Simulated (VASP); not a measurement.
These are PBE GGA, VASP's PBE PAW potentials (set 64) (plane waves; VASP 6.6.1) values and carry that method's errors.

Input for VASP

**INCAR**
```
NELM  =  100   ! most electronic steps
LCHARG  =  F
PREC  =  Accurate
LWAVE  =  F
EDIFF  =  1E-7
ISMEAR  =  0   ! Gaussian
ALGO  =  Normal
LORBIT  =  11
ICHARG  =  11   ! fixed density
LMAXMIX  =  4
SYSTEM  =  CsCl
ENCUT  =  520
SIGMA  =  0.05   ! width (eV)
LREAL  =  F   ! projection in real space or not
LASPH  =  T   ! aspherical one-centre terms
GGA  =  PE   ! PBE
```

File KPOINTS:
```
k-points along high-symmetry lines
15
Line-mode
Reciprocal
  0.000000   0.000000   0.000000 ! GAMMA
  0.000000   0.500000   0.000000 ! X

  0.000000   0.500000   0.000000 ! X
  0.500000   0.500000   0.000000 ! M

  0.500000   0.500000   0.000000 ! M
  0.000000   0.000000   0.000000 ! GAMMA

  0.000000   0.000000   0.000000 ! GAMMA
  0.500000   0.500000   0.500000 ! R

  0.500000   0.500000   0.500000 ! R
  0.000000   0.500000   0.000000 ! X

  0.500000   0.500000   0.500000 ! R
  0.500000   0.500000   0.000000 ! M
```

POSCAR:
```
CsCl
8.4197910
  0.5000000153   0.0000000000   0.0000000000
  0.0000000000   0.5000000153   0.0000000000
  0.0000000000   0.0000000000   0.5000000153
Cs Cl
1 1
direct
  0.0000000000   0.0000000000   0.0000000000
  0.5000000000   0.5000000000   0.5000000000
```

POTCAR, in this order: Cs_sv Cl (PBE.64 set). Program: vasp_std. Read from the step before: CHGCAR.

What VASP printed:

### OSZICAR
```
       N       E                     dE             d eps       ncg     rms          rms(c)
DAV:   1     0.947043952945E+02    0.94704E+02   -0.68581E+03  2160   0.113E+03
DAV:   2     0.779624299926E+00   -0.93925E+02   -0.87665E+02  3304   0.186E+02
DAV:   3    -0.649469965659E+01   -0.72743E+01   -0.72361E+01  2708   0.586E+01
DAV:   4    -0.658091956729E+01   -0.86220E-01   -0.86183E-01  2536   0.766E+00
DAV:   5    -0.658217970296E+01   -0.12601E-02   -0.12600E-02  2720   0.906E-01
DAV:   6    -0.658221276233E+01   -0.33059E-04   -0.33056E-04  2568   0.144E-01
DAV:   7    -0.658221385542E+01   -0.10931E-05   -0.10930E-05  2712   0.237E-02
DAV:   8    -0.658221389636E+01   -0.40946E-07   -0.40966E-07  2512   0.430E-03
   1 F= -.65822139E+01 E0= -.65822139E+01  d E =-.255935E-13
```

OUTCAR:
```
 val. band max:       -0.6300265533   @ k =   0.0000   0.0000   0.0000

 cond. band min:       4.3564896002   @ k =   0.0000   0.0000   0.0000



 k-point     1 :       0.0000    0.0000    0.0000
  band No.  band energies     occupation
      1     -20.1040      2.00000
      2     -12.7271      2.00000
      3      -6.6310      2.00000
      4      -6.6310      2.00000
      5      -6.6310      2.00000
      6      -0.6300      2.00000
      7      -0.6300      2.00000
      8      -0.6300      2.00000
      9       4.3565      0.00000
     10       4.8105      0.00000
     11       4.8105      0.00000
     12       9.1677      0.00000

 k-point     2 :       0.0000    0.0357    0.0000
  band No.  band energies     occupation
      1     -20.1032      2.00000
      2     -12.7273      2.00000
      3      -6.6377      2.00000
      4      -6.6297      2.00000
      5      -6.6297      2.00000
      6      -0.6467      2.00000
      7      -0.6322      2.00000
      8      -0.6322      2.00000
      9       4.3865      0.00000
     10       4.8186      0.00000
     11       4.8387      0.00000
     12       9.1558      0.00000

 k-point     3 :       0.0000    0.0714    0.0000
  band No.  band energies     occupation
      1     -20.1009      2.00000
      2     -12.7281      2.00000
      3      -6.6574      2.00000
      4      -6.6257      2.00000
      5      -6.6257      2.00000
      6      -0.6952      2.00000
      7      -0.6387      2.00000
      8      -0.6387      2.00000
      9       4.4744      0.00000
     10       4.8428      0.00000
     11       4.9225      0.00000
     12       9.1535      0.00000

 k-point     4 :       0.0000    0.1071    0.0000
  band No.  band energies     occupation
      1     -20.0972      2.00000
      2     -12.7294      2.00000
      3      -6.6886      2.00000
      4      -6.6192      2.00000
      5      -6.6192      2.00000
      6      -0.7709      2.00000
      7      -0.6492      2.00000
...
```

The density is held fixed in this step, so its total energy and stress have no physical meaning. Unless said otherwise, spin-orbit coupling is left out, though it shifts the bands of the heavy elements here.

The compound is CsCl in the CsCl type structure. It was relaxed first, which changed the volume by +7 %.
